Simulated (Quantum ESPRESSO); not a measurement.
MoS2 and the effect of the Hubbard U on Mo d

Space group P-3m1 (No. 164). a = 3.227 Å, b = 3.227 Å, c = 6.312 Å, α = 90.00°, β = 90.00°, γ = 120.00°
```json
{"atom": "Mo", "site": "1b", "symmetry": "-3m.", "x": "0.0000", "y": "0.0000", "z": "0.5000"}
{"atom": "S", "site": "2d", "symmetry": "3m.", "x": "0.6667", "y": "0.3333", "z": "0.7447"}
```

Measurements of this composition are mostly on another form, of space group No. 194.

Kept alike: task single point; functional PBEsol; k mesh 9 × 9 × 4; occupations fermi-dirac, width 0.05 eV; no spin polarisation. Program: Quantum ESPRESSO, GBRV 1.5 PBEsol, cutoff 612 eV. The mesh is that of the run's cell of 3 atoms. No spin-orbit coupling.

| Hubbard U on Mo d, U (eV) | pressure (GPa) |
| --- | --- |
| 0 | -3.73 |
| 1 | -3.72 |
| 2 | -3.69 |
| 3 | -3.65 |
| 4 | -3.59 |
| 5 | ? |
| 6 | -3.37 |
| 8 | -2.85 |

Pressure is positive in compression; the values hold the error of the finite cutoff, so their zero can differ a little from the energy's minimum. U acts here on a shell without spin polarisation. For a metal such a mesh leaves the last digits unconverged. How U acts hangs on the program's projectors.

**Question.** Fit the rows shown and predict the run at 5 eV.

**Answer.** A least-squares cubic through the rows shown is pressure = 0.002405 U³ - 0.00978 U² + 0.0348 U - 3.736 (largest miss 0.011); at U = 5 it gives -3.51 GPa. The run gave: pressure -3.51 GPa.
